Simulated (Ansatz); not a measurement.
input.yaml

```yaml
crystal:
  lattice:
    - [0.0, 2.8, 2.8]
    - [2.8, 0.0, 2.8]
    - [2.8, 2.8, 0.0]
  atoms:
    - { symbol: Mn, position: [0.0, 0.0, 0.0], spin: 4.52 }
    - { symbol: S, position: [0.25, 0.25, 0.25], spin: 0.12 }
basis:
  ecutwfc: 420
kpoints:
  mp_grid: { grid: [14, 14, 14] }
hamiltonian:
  xc: pbesol
scf:
  occupations: { method: gaussian, width: 0.1 }
output:
  forces: true
  stress: true
  eigenvalues: true
  populations: true
magnetization:
  spin_polarized: true
relax:
  adjacent_minimum: "off"
  f_tol: 0.005
  max_steps: 80
  cell: { stress_tol: 0.05 }
```

Run as
```bash
ansatz run input.yaml --threads 1 --pin off --max-ram 2560MiB --backend cpu --events-out ev --progress --plain --runs-dir out
```

All numbers below come from DFT PBEsol, scalar-relativistic, plane waves, PAW in Ansatz.

From the run's log, abridged:

```
Pseudopotentials: kind: paw
Pseudopotential: Mn, paw, valence charge 15, recommended cutoff 420 eV (normal)
Pseudopotential: S, paw, valence charge 6, recommended cutoff 420 eV (normal)
Functional definition: PBEsol
Crystal: 2 atoms, lattice volume = 43.904 Å³
Basis set: ecut = 420 eV, 869 PW (Γ), exchange–correlation on 54×54×54 points (8 copies of the dense FFT grid, shifted against one another)
Bands: 17, of which v1, the nominal top of the filled ones, is band 11 counted from 1 (10 counted from 0)
Symmetry: 24 space group operations
Space group: F-43m (ITA 216), of the structure as read, at distance tolerance 3.5e-5 Å
Magnetic group: BNS 216.74 (UNI 1576), of the structure as read, at distance tolerance 3.5e-5 Å
k-points: 104 of 2744 (time reversal used)
Initial density: superposition of atomic densities (chi_scale 0.1, normalization cell, long waves kept (reshape's long-wave potential 0.00 eV rms))
Starting moments: Σ|m| = 4.64 μB on 2 of 2 sites
Initial wavefunctions: pseudopotential atomic-orbital guess
Functional: x = pbesol(κ = 0.804, μ = 0.12345679), c = pbesol(β = 0.046)
SCF iter   1: F=—  HF=-4753.782924 eV  |F-HF|=—  |Δ(HF+E_count)|=         —  Δρ=4.86e-2 (↑4.86e-2 ↓3.03e-2) dr2=2.58e0  dr2_m=6.16e-2  M=4.690 μB ∫|m|=4.690 μB  β_m=0.30  ethr=3.10e-3  ⟨swp⟩=4.5  Hψ=16721  notcnv=0
Mixer restart at iter 1: flushing history
spin=Collinear: Kerker preconditioning applied to the charge; magnetization (m = ρ↑ − ρ↓) channel mixes plain (no charge-response kernel on spin).
SCF iter   2: F=—  HF=-4753.876203 eV  |F-HF|=—  |Δ(HF+E_count)|=   9.33e-2  Δρ=1.96e-2 (↑1.96e-2 ↓1.77e-2) dr2=7.19e-1  dr2_m=7.83e-3  M=4.699 μB ∫|m|=4.699 μB  β_m=0.41  ethr=3.10e-3  ⟨swp⟩=2.7  Hψ=7784  notcnv=0  defer=370
SCF iter   3: F=—  HF=-4754.162982 eV  |F-HF|=—  |Δ(HF+E_count)|=   2.87e-1  Δρ=7.69e-3 (↑6.36e-3 ↓7.69e-3) dr2=1.17e-1  dr2_m=1.61e-3  M=4.738 μB ∫|m|=4.738 μB  β_m=0.66  ethr=3.10e-3  ⟨swp⟩=2.0  Hψ=5123  notcnv=0  defer=378
SCF iter   4: F=—  HF=-4754.302660 eV  |F-HF|=—  |Δ(HF+E_count)|=         —  Δρ=6.43e-3 (↑3.89e-3 ↓6.43e-3) dr2=4.65e-2  dr2_m=4.85e-3  M=4.860 μB ∫|m|=4.860 μB  β_m=0.66  ethr=5.58e-4  ⟨swp⟩=2.2  Hψ=6151  notcnv=0  defer=375
Mixer restart at iter 4: flushing history
SCF iter   5: F=—  HF=-4754.310068 eV  |F-HF|=—  |Δ(HF+E_count)|=   7.41e-3  Δρ=3.68e-3 (↑3.40e-3 ↓3.68e-3) dr2=1.85e-2  dr2_m=3.12e-3  M=4.884 μB ∫|m|=4.884 μB  β_m=0.78  ethr=2.22e-4  ⟨swp⟩=2.4  Hψ=5427  notcnv=0  defer=371
SCF iter   6: F=—  HF=-4754.310044 eV  |F-HF|=—  |Δ(HF+E_count)|=   2.32e-5  Δρ=3.13e-3 (↑3.13e-3 ↓8.31e-4) dr2=3.55e-3  dr2_m=9.23e-4  M=4.889 μB ∫|m|=4.889 μB  β_m=0.68  ethr=8.83e-5  ⟨swp⟩=2.0  Hψ=5519  notcnv=0  defer=371
SCF iter   7: F=—  HF=-4754.308504 eV  |F-HF|=—  |Δ(HF+E_count)|=   1.54e-3  Δρ=9.42e-4 (↑5.62e-4 ↓9.42e-4) dr2=6.86e-4  dr2_m=9.74e-5  M=4.894 μB ∫|m|=4.894 μB  β_m=0.84  ethr=1.69e-5  ⟨swp⟩=2.0  Hψ=6306  notcnv=0  defer=371
SCF iter   8: F=—  HF=-4754.309756 eV  |F-HF|=—  |Δ(HF+E_count)|=   1.25e-3  Δρ=3.63e-4 (↑3.63e-4 ↓2.48e-4) dr2=1.53e-4  dr2_m=2.55e-6  M=4.885 μB ∫|m|=4.885 μB  β_m=0.92  ethr=3.27e-6  ⟨swp⟩=2.0  Hψ=5081  notcnv=0  defer=371
SCF iter   9: F=—  HF=-4754.309853 eV  |F-HF|=—  |Δ(HF+E_count)|=   9.66e-5  Δρ=7.60e-5 (↑7.60e-5 ↓6.82e-5) dr2=8.36e-6  dr2_m=7.57e-8  M=4.887 μB ∫|m|=4.887 μB  β_m=0.96  ethr=7.28e-7  ⟨swp⟩=2.1  Hψ=5108  notcnv=0  defer=371
SCF iter  10: F=—  HF=-4754.309871 eV  |F-HF|=—  |Δ(HF+E_count)|=   1.89e-5  Δρ=2.68e-5 (↑2.68e-5 ↓1.61e-5) dr2=3.00e-7  dr2_m=1.44e-7  M=4.888 μB ∫|m|=4.888 μB  β_m=0.98  ethr=3.98e-8  ⟨swp⟩=2.1  Hψ=4869  notcnv=0  defer=371
SCF iter  11: F=—  HF=-4754.309872 eV  |F-HF|=—  |Δ(HF+E_count)|=   4.84e-7  Δρ=6.02e-6 (↑6.02e-6 ↓2.83e-6) dr2=2.82e-8  dr2_m=2.84e-9  M=4.888 μB ∫|m|=4.888 μB  β_m=0.99  ethr=1.43e-9  ⟨swp⟩=2.0  Hψ=4904  notcnv=0  defer=371
SCF iter  12: F=-4754.309872 eV  HF=-4754.309872 eV  |F-HF|=1.32e-9  |Δ(HF+E_count)|=   2.70e-8  Δρ=2.11e-6 (↑1.62e-6 ↓2.11e-6) dr2=8.71e-9  dr2_m=6.39e-11  M=4.888 μB ∫|m|=4.888 μB  ethr=1.34e-10  ⟨swp⟩=4.3  Hψ=14468  notcnv=0
SCF 1 converged in 12 iterations: F = -4754.309872 eV  dr2 = 8.71e-9
relax step   1: F+E_penalty+E_count = -4754.30987189 eV  Δ(F+E_penalty+E_count) = +0.000e0 eV  max|allowed force component| = 7.401e-17 eV/Å  Δτ_max = 0.0000 Å  P = -2.212 GPa  Ω = 43.904 Å³  (12 SCF iters, dr2 threshold 1.00e-7 eV, accepted)
Crystal: 2 atoms, lattice volume = 42.873 Å³
Initial density: handed on by an earlier stage of this run
Starting moments: Σ|m| = 4.64 μB on 2 of 2 sites; this step starts from the density that it was given
Initial wavefunctions: those handed on with the density
SCF iter   1: F=—  HF=-4754.320874 eV  |F-HF|=—  |Δ(HF+E_count)|=         —  Δρ=3.24e-3 (↑3.24e-3 ↓2.55e-3) dr2=6.85e-4  dr2_m=3.17e-3  M=4.820 μB ∫|m|=4.820 μB  β_m=0.65  ethr=3.04e-6  ⟨swp⟩=1.8  Hψ=20508  notcnv=0
SCF iter   2: F=—  HF=-4754.321211 eV  |F-HF|=—  |Δ(HF+E_count)|=   3.37e-4  Δρ=1.17e-3 (↑8.75e-4 ↓1.17e-3) dr2=1.09e-4  dr2_m=4.03e-4  M=4.820 μB ∫|m|=4.820 μB  β_m=0.62  ethr=3.04e-6  ⟨swp⟩=2.1  Hψ=4953  notcnv=0
SCF iter   3: F=—  HF=-4754.321822 eV  |F-HF|=—  |Δ(HF+E_count)|=   6.10e-4  Δρ=7.43e-4 (↑7.43e-4 ↓3.45e-4) dr2=4.67e-5  dr2_m=1.11e-4  M=4.814 μB ∫|m|=4.814 μB  β_m=0.60  ethr=5.21e-7  ⟨swp⟩=2.0  Hψ=5737  notcnv=0
SCF iter   4: F=—  HF=-4754.321860 eV  |F-HF|=—  |Δ(HF+E_count)|=   3.84e-5  Δρ=1.52e-4 (↑1.21e-4 ↓1.52e-4) dr2=2.47e-5  dr2_m=1.04e-6  M=4.813 μB ∫|m|=4.813 μB  β_m=0.54  ethr=2.22e-7  ⟨swp⟩=2.0  Hψ=5738  notcnv=0
SCF iter   5: F=—  HF=-4754.321888 eV  |F-HF|=—  |Δ(HF+E_count)|=   2.84e-5  Δρ=8.88e-5 (↑4.43e-5 ↓8.88e-5) dr2=2.69e-6  dr2_m=1.31e-6  M=4.812 μB ∫|m|=4.812 μB  β_m=0.77  ethr=1.17e-7  ⟨swp⟩=2.2  Hψ=5133  notcnv=0
SCF iter   6: F=—  HF=-4754.321912 eV  |F-HF|=—  |Δ(HF+E_count)|=   2.33e-5  Δρ=1.11e-5 (↑6.96e-6 ↓1.11e-5) dr2=8.20e-8  dr2_m=2.30e-8  M=4.810 μB ∫|m|=4.810 μB  β_m=0.86  ethr=1.28e-8  ⟨swp⟩=2.1  Hψ=5640  notcnv=0
SCF iter   7: F=-4754.321912 eV  HF=-4754.321912 eV  |F-HF|=2.07e-8  |Δ(HF+E_count)|=   2.49e-7  Δρ=4.83e-6 (↑4.83e-6 ↓3.31e-6) dr2=2.68e-8  dr2_m=4.66e-10  M=4.810 μB ∫|m|=4.810 μB  ethr=3.90e-10  ⟨swp⟩=2.0  Hψ=11381  notcnv=0
SCF 2 converged in 7 iterations: F = -4754.321912 eV  dr2 = 2.68e-8
relax step   2: F+E_penalty+E_count = -4754.32191201 eV  Δ(F+E_penalty+E_count) = -1.204e-2 eV  max|allowed force component| = 5.696e-17 eV/Å  Δτ_max = 0.0000 Å  P = -1.483 GPa  Ω = 42.873 Å³  energy of the carried Pulay correction = +1.576e-4 eV  (7 SCF iters, dr2 threshold 2.00e-7 eV, accepted)
Crystal: 2 atoms, lattice volume = 40.917 Å³
Basis set: ecut = 420 eV, 821 PW (Γ), exchange–correlation on 54×54×54 points (8 copies of the dense FFT grid, shifted against one another)
SCF iter   1: F=—  HF=-4754.331734 eV  |F-HF|=—  |Δ(HF+E_count)|=         —  Δρ=7.52e-3 (↑7.52e-3 ↓7.30e-3) dr2=4.13e-3  dr2_m=1.99e-2  M=4.644 μB ∫|m|=4.644 μB  β_m=0.30  ethr=1.96e-5  ⟨swp⟩=1.0  Hψ=20604  notcnv=0
spin=Collinear: Kerker preconditioning applied to the charge; magnetization (m = ρ↑ − ρ↓) channel mixes plain (no charge-response kernel on spin).
SCF iter   2: F=—  HF=-4754.331613 eV  |F-HF|=—  |Δ(HF+E_count)|=   1.21e-4  Δρ=5.52e-3 (↑5.52e-3 ↓5.50e-3) dr2=2.96e-3  dr2_m=1.10e-2  M=4.639 μB ∫|m|=4.639 μB  β_m=0.65  ethr=1.96e-5  ⟨swp⟩=1.0  Hψ=3536  notcnv=0
SCF iter   3: F=—  HF=-4754.331445 eV  |F-HF|=—  |Δ(HF+E_count)|=   1.68e-4  Δρ=3.60e-4 (↑3.60e-4 ↓3.13e-4) dr2=2.17e-4  dr2_m=4.46e-6  M=4.622 μB ∫|m|=4.622 μB  β_m=0.82  ethr=1.41e-5  ⟨swp⟩=2.1  Hψ=4816  notcnv=0
SCF iter   4: F=—  HF=-4754.331475 eV  |F-HF|=—  |Δ(HF+E_count)|=   3.02e-5  Δρ=2.83e-4 (↑2.83e-4 ↓1.68e-4) dr2=5.70e-5  dr2_m=1.27e-5  M=4.623 μB ∫|m|=4.623 μB  β_m=0.90  ethr=1.03e-6  ⟨swp⟩=2.3  Hψ=5190  notcnv=0
SCF iter   5: F=—  HF=-4754.331500 eV  |F-HF|=—  |Δ(HF+E_count)|=   2.52e-5  Δρ=2.49e-4 (↑2.49e-4 ↓1.01e-4) dr2=3.63e-5  dr2_m=3.03e-6  M=4.623 μB ∫|m|=4.623 μB  β_m=0.83  ethr=2.71e-7  ⟨swp⟩=2.3  Hψ=5304  notcnv=0
SCF iter   6: F=—  HF=-4754.331498 eV  |F-HF|=—  |Δ(HF+E_count)|=   2.04e-6  Δρ=4.21e-5 (↑3.58e-5 ↓4.21e-5) dr2=3.81e-6  dr2_m=1.91e-8  M=4.624 μB ∫|m|=4.624 μB  β_m=0.91  ethr=1.73e-7  ⟨swp⟩=2.2  Hψ=5035  notcnv=0
SCF iter   7: F=—  HF=-4754.331500 eV  |F-HF|=—  |Δ(HF+E_count)|=   2.35e-6  Δρ=3.14e-5 (↑1.50e-5 ↓3.14e-5) dr2=1.02e-6  dr2_m=4.46e-8  M=4.624 μB ∫|m|=4.624 μB  β_m=0.96  ethr=1.81e-8  ⟨swp⟩=2.1  Hψ=4807  notcnv=0
SCF iter   8: F=—  HF=-4754.331501 eV  |F-HF|=—  |Δ(HF+E_count)|=   5.29e-7  Δρ=7.20e-6 (↑7.20e-6 ↓3.90e-6) dr2=4.33e-8  dr2_m=5.82e-9  M=4.623 μB ∫|m|=4.623 μB  β_m=0.98  ethr=4.87e-9  ⟨swp⟩=2.0  Hψ=4545  notcnv=0
SCF iter   9: F=-4754.331501 eV  HF=-4754.331501 eV  |F-HF|=1.59e-9  |Δ(HF+E_count)|=   2.76e-8  Δρ=2.60e-6 (↑1.36e-6 ↓2.60e-6) dr2=7.99e-9  dr2_m=4.37e-10  M=4.623 μB ∫|m|=4.623 μB  ethr=2.06e-10  ⟨swp⟩=1.9  Hψ=9981  notcnv=0
SCF 3 converged in 9 iterations: F = -4754.331501 eV  dr2 = 7.99e-9
relax step   3: F+E_penalty+E_count = -4754.33150083 eV  Δ(F+E_penalty+E_count) = -9.589e-3 eV  max|allowed force component| = 5.667e-17 eV/Å  Δτ_max = 0.0000 Å  P = -0.102 GPa  Ω = 40.917 Å³  energy of the carried Pulay correction = +4.671e-4 eV  (9 SCF iters, dr2 threshold 2.00e-7 eV, accepted)
Crystal: 2 atoms, lattice volume = 40.779 Å³
SCF iter   1: F=—  HF=-4754.331552 eV  |F-HF|=—  |Δ(HF+E_count)|=         —  Δρ=6.96e-4 (↑6.96e-4 ↓5.03e-4) dr2=2.06e-5  dr2_m=1.31e-4  M=4.610 μB ∫|m|=4.610 μB  β_m=0.65  ethr=9.15e-8  ⟨swp⟩=2.0  Hψ=19817  notcnv=0
SCF iter   2: F=—  HF=-4754.331552 eV  |F-HF|=—  |Δ(HF+E_count)|=   6.02e-7  Δρ=2.62e-4 (↑1.10e-4 ↓2.62e-4) dr2=1.24e-5  dr2_m=1.23e-5  M=4.610 μB ∫|m|=4.610 μB  β_m=0.58  ethr=9.15e-8  ⟨swp⟩=2.0  Hψ=5615  notcnv=0
SCF iter   3: F=—  HF=-4754.331577 eV  |F-HF|=—  |Δ(HF+E_count)|=   2.52e-5  Δρ=2.84e-4 (↑2.84e-4 ↓1.12e-4) dr2=8.94e-6  dr2_m=1.40e-5  M=4.608 μB ∫|m|=4.608 μB  β_m=0.58  ethr=5.88e-8  ⟨swp⟩=2.0  Hψ=5740  notcnv=0
SCF iter   4: F=—  HF=-4754.331575 eV  |F-HF|=—  |Δ(HF+E_count)|=   2.52e-6  Δρ=3.61e-5 (↑1.32e-5 ↓3.61e-5) dr2=4.63e-7  dr2_m=1.72e-7  M=4.607 μB ∫|m|=4.607 μB  β_m=0.63  ethr=4.26e-8  ⟨swp⟩=2.4  Hψ=5508  notcnv=0
SCF iter   5: F=—  HF=-4754.331577 eV  |F-HF|=—  |Δ(HF+E_count)|=   1.81e-6  Δρ=1.48e-5 (↑7.46e-6 ↓1.48e-5) dr2=8.43e-8  dr2_m=3.11e-8  M=4.607 μB ∫|m|=4.607 μB  β_m=0.82  ethr=2.20e-9  ⟨swp⟩=2.1  Hψ=4767  notcnv=0
SCF iter   6: F=—  HF=-4754.331577 eV  |F-HF|=—  |Δ(HF+E_count)|=   5.81e-7  Δρ=3.65e-6 (↑2.03e-6 ↓3.65e-6) dr2=6.22e-9  dr2_m=2.44e-9  M=4.607 μB ∫|m|=4.607 μB  β_m=0.91  ethr=4.01e-10  ⟨swp⟩=2.0  Hψ=5546  notcnv=0
SCF iter   7: F=-4754.331577 eV  HF=-4754.331577 eV  |F-HF|=3.83e-9  |Δ(HF+E_count)|=   1.19e-8  Δρ=2.45e-6 (↑6.91e-7 ↓2.45e-6) dr2=4.40e-9  dr2_m=3.42e-10  M=4.606 μB ∫|m|=4.606 μB  ethr=2.96e-11  ⟨swp⟩=1.8  Hψ=11354  notcnv=0
SCF 4 converged in 7 iterations: F = -4754.331577 eV  dr2 = 4.40e-9
relax step   4: F+E_penalty+E_count = -4754.33157728 eV  Δ(F+E_penalty+E_count) = -7.644e-5 eV  max|allowed force component| = 6.592e-17 eV/Å  Δτ_max = 0.0000 Å  P = -0.024 GPa  Ω = 40.779 Å³  energy of the carried Pulay correction = +4.894e-4 eV  (7 SCF iters, dr2 threshold 2.61e-8 eV, accepted)
Initial wavefunctions: pseudopotential atomic-orbital guess (no wavefunctions were taken with the density)
SCF iter   1: F=—  HF=-4754.331087 eV  |F-HF|=—  |Δ(HF+E_count)|=         —  Δρ=6.75e-5 (↑2.87e-5 ↓6.75e-5) dr2=1.15e-6  dr2_m=4.28e-7  M=4.607 μB ∫|m|=4.607 μB  β_m=0.65  ethr=7.92e-8  ⟨swp⟩=3.0  Hψ=28054  notcnv=0
SCF iter   2: F=—  HF=-4754.331087 eV  |F-HF|=—  |Δ(HF+E_count)|=   5.30e-7  Δρ=2.49e-5 (↑1.09e-5 ↓2.49e-5) dr2=1.28e-7  dr2_m=5.69e-8  M=4.607 μB ∫|m|=4.607 μB  β_m=0.53  ethr=5.45e-9  ⟨swp⟩=2.2  Hψ=5040  notcnv=0
SCF iter   3: F=—  HF=-4754.331087 eV  |F-HF|=—  |Δ(HF+E_count)|=   4.25e-7  Δρ=2.09e-5 (↑2.09e-5 ↓1.24e-5) dr2=4.63e-8  dr2_m=8.41e-8  M=4.607 μB ∫|m|=4.607 μB  β_m=0.53  ethr=6.09e-10  ⟨swp⟩=2.0  Hψ=5741  notcnv=0
SCF iter   4: F=—  HF=-4754.331087 eV  |F-HF|=—  |Δ(HF+E_count)|=   9.36e-8  Δρ=1.04e-5 (↑6.86e-6 ↓1.04e-5) dr2=1.70e-8  dr2_m=2.55e-8  M=4.607 μB ∫|m|=4.607 μB  β_m=0.77  ethr=2.20e-10  ⟨swp⟩=2.3  Hψ=4961  notcnv=0
SCF iter   5: F=—  HF=-4754.331087 eV  |F-HF|=—  |Δ(HF+E_count)|=   1.87e-7  Δρ=1.05e-5 (↑1.05e-5 ↓5.23e-6) dr2=1.43e-8  dr2_m=2.12e-8  M=4.606 μB ∫|m|=4.606 μB  β_m=0.79  ethr=8.12e-11  ⟨swp⟩=2.1  Hψ=5699  notcnv=0
SCF iter   6: F=—  HF=-4754.331087 eV  |F-HF|=—  |Δ(HF+E_count)|=   8.90e-9  Δρ=1.84e-6 (↑1.84e-6 ↓1.23e-6) dr2=3.44e-9  dr2_m=1.23e-10  M=4.606 μB ∫|m|=4.606 μB  β_m=0.79  ethr=6.79e-11  ⟨swp⟩=2.0  Hψ=4931  notcnv=0
SCF iter   7: F=—  HF=-4754.331087 eV  |F-HF|=—  |Δ(HF+E_count)|=   2.85e-9  Δρ=1.41e-7 (↑1.41e-7 ↓8.58e-8) dr2=7.28e-12  dr2_m=3.34e-12  M=4.606 μB ∫|m|=4.606 μB  β_m=0.89  ethr=1.64e-11  ⟨swp⟩=2.4  Hψ=5419  notcnv=0
SCF iter   8: F=-4754.331087 eV  HF=-4754.331087 eV  |F-HF|=6.37e-12  |Δ(HF+E_count)|=  1.79e-10  Δρ=9.34e-8 (↑3.02e-8 ↓9.34e-8) dr2=7.25e-12  dr2_m=4.04e-13  M=4.606 μB ∫|m|=4.606 μB  ethr=1.00e-12  ⟨swp⟩=4.0  Hψ=13411  notcnv=0
SCF 5 converged in 8 iterations: F = -4754.331087 eV  dr2 = 7.25e-12
SCF converged after 8 iterations
Magnetization: 4.6063 μB (12.8031 up, 8.1969 down)
Absolute magnetization: 4.6063 μB (∫|ρ↑−ρ↓|, with the PAW one-centre terms)
Spin contamination: 0.0350 ħ² per cell (⟨S²⟩ above its minimum at these occupations)
Per-site moments (μB) at R_I (Å): [(3.89624137, 0.97594280), (0.09096880, 0.97594280)]
Free energy (F): -4754.331087 eV
Harris-Foulkes:  -4754.331087 eV  (|F-HF|=6.37e-12)
Internal energy: -4754.323958 eV  (E = F + TS)
E sigma→0 (E₀):  -4754.327523 eV
Entropy (-TS):   -0.007129 eV (-3.565 meV/atom)
Fermi energy:    8.057793 eV
--- Per-component energies (eV) ---
  E_band       = -341.163197
  E_kinetic    = 406.947060
  E_local      = -2727.701039  (includes V_loc(G=0)·N_el)
  E_nonlocal   = 280.168654
  E_hartree    = 1119.217390
  E_xc         = -206.547162
  E_vxc        = -229.222398  (∫ρ·V_xc dr)
  E_paw        = -1859.585781  (= ΣΔE_a)
  E_vpaw       = -309.790402  (= ΣTr[D̂ρ^β])
  E_aug_tail   = -0.000009  (compensation charges beyond the density's cutoff)
  E_ewald      = -1767.054671
  E_core_change = 0.231600  (= ΣΔE_core)
  E_smearing   = -0.007129  (= −TS)
--- Forces (eV/Å), atoms counted from 1 ---
  atom   1  Mn     0.00000000     0.00000000     0.00000000
  atom   2  S      0.00000000     0.00000000     0.00000000
--- Stress (GPa, compression-positive) ---
       -0.023648       0.000000       0.000000
        0.000000      -0.023648       0.000000
        0.000000       0.000000      -0.023648
  P = ⅓ Tr σ = -0.0236 GPa (-0.236 kbar)
--- Band table (eV; the first three rows and the last of 208) ---
  k-point 0 ↑: bands = ["-73.3138", "-42.1892", "-42.1892", "-42.1892", "-6.0982", "3.1540", "3.1540", "3.1540", "5.1046", "5.1046", "8.8038", "8.8038", "8.8038", "9.3881", "14.0874", "14.0874", "14.0874"]
  k-point 1 ↑: bands = ["-73.3137", "-42.1895", "-42.1893", "-42.1893", "-6.0634", "3.0934", "3.1680", "3.1680", "5.1005", "5.1005", "8.3981", "8.7457", "8.7457", "9.7727", "14.0346", "14.1776", "14.1776"]
  k-point 2 ↑: bands = ["-73.3137", "-42.1902", "-42.1894", "-42.1894", "-5.9639", "2.9296", "3.2062", "3.2062", "5.0932", "5.0932", "7.7629", "8.5866", "8.5866", "10.3324", "13.9524", "14.4001", "14.4001"]
  k-point 103 ↓: bands = ["-68.9384", "-37.8951", "-37.8934", "-37.8921", "-4.7867", "3.3607", "3.7706", "4.4971", "7.8871", "8.6265", "9.3375", "9.6041", "10.1796", "14.0694", "15.4800", "16.2731", "16.5037"]
--- Relaxed structure (4 steps of the walk, 4 accepted, 1 SCFs on fresh bases) ---
  F+E_penalty+E_count = -4754.33108741 eV   max|allowed force component| = 7.055e-17 eV/Å   (the final SCF, on the basis selected at the relaxed cell)
  cell:  # Å, volume = 40.7793 Å³
    - [0.0, 2.73193135, 2.73193135]
    - [2.73193135, 0.0, 2.73193135]
    - [2.73193135, 2.73193135, 0.0]
  atoms:
    - { symbol: Mn, position: [0.0, 0.0, 0.0] }
    - { symbol: S, position: [0.24999999, 0.24999999, 0.24999999] }
--- Löwdin populations: 2 sites ---
  site symbol q [e]    m [muB]
     0     Mn     14.0362     4.2913
     1      S      6.7652     0.2368
  spilling = 0.009458 (of n_electrons = 21.000000)
```

The relaxation met its thresholds.

Time: 110 s on 1 thread of Arm Neoverse V1, with other jobs on the host, peak memory 0.46 GiB.

The cell holds one magnetic atom, so it can only be ferromagnetic; an antiferromagnetic order may lie lower.